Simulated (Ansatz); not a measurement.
# Al₂Cu: an elastic constant from a strain scan

Method: Ansatz, DFT PBEsol, scalar-relativistic, plane waves, PAW. Settings: plane waves to 420 eV, k-mesh 16×16×16 (Γ-centred), Gaussian smearing 0.15 eV. No spin polarisation. Energies are free energies at this smearing, counted from the undisturbed cell; pressure is positive in compression.

Reference structure (relaxed at this level; it needn't be the usual structure):

```
Al Cu
1.0
    -2.02463    2.02463    2.86301
     2.02463   -2.02463    2.86301
     2.02463    2.02463   -2.86301
Al Cu
2 1
Direct
  0.75000 0.25000 0.50000
  0.25000 0.75000 0.50000
  0.50000 0.50000 0.00000
```

The cell is strained by ε times the Voigt pattern (0, 1, 0, 0, 0, 0) (xx, yy, zz, yz, xz, xy; engineering shear) with fractional coordinates fixed. The cell holds 3 atoms in V0 = 46.94 Å³. The stress column is τ = (1/V0) dE/dε, got from the stress tensor σ (compression positive) at each point as −det(1 + εP) σ : P(1 + εP)⁻¹, with P the pattern as a tensor.

| ε | ΔE (meV/atom) | τ (GPa) |
| --- | --- | --- |
| -0.1000 | 120.423 | -26.367 |
| -0.0750 | 65.461 | -18.769 |
| -0.0500 | 28.079 | -11.948 |
| -0.0250 | 6.741 | -5.629 |
| 0.0000 | 0.000 | -0.019 |
| 0.0250 | 6.055 | 4.864 |
| 0.0500 | 23.184 | 9.030 |
| 0.0750 | 49.376 | 12.257 |
| 0.0875 | 65.126 | 13.507 |
| 0.1000 | ? | ? |

Task: Which combination of elastic constants does this scan measure, and how large is it?

Result: For small ε, τ = τ0 + Kε with K = pᵀCp, which for this pattern is C22 in the Cartesian frame shown. The parabola through τ at ε = -0.0250, 0 and 0.0250 has slope K = 210 GPa at zero. The energies per cell, E = NΔE, of the same two points give K = 2[E(ε₊)/ε₊ − E(ε₋)/ε₋]/[(ε₊ − ε₋)V0] = 210 GPa, in agreement. These are clamped-ion values.

Task: Predict the withheld row at ε = 0.1000 from the harmonic law, and compare.

Result: ΔE = V0(τ0 ε + Kε²/2)/N = 102.294 meV/atom and τ = 20.97 GPa. The calculation gives 82.275 meV/atom and 14.56 GPa: the energy lies 20 % below the harmonic value, as bonds soften when stretched.

Forces appear on the atoms along this scan, and letting them relax would lower the energy and soften the response. In a metal these slopes depend on the k mesh and the smearing.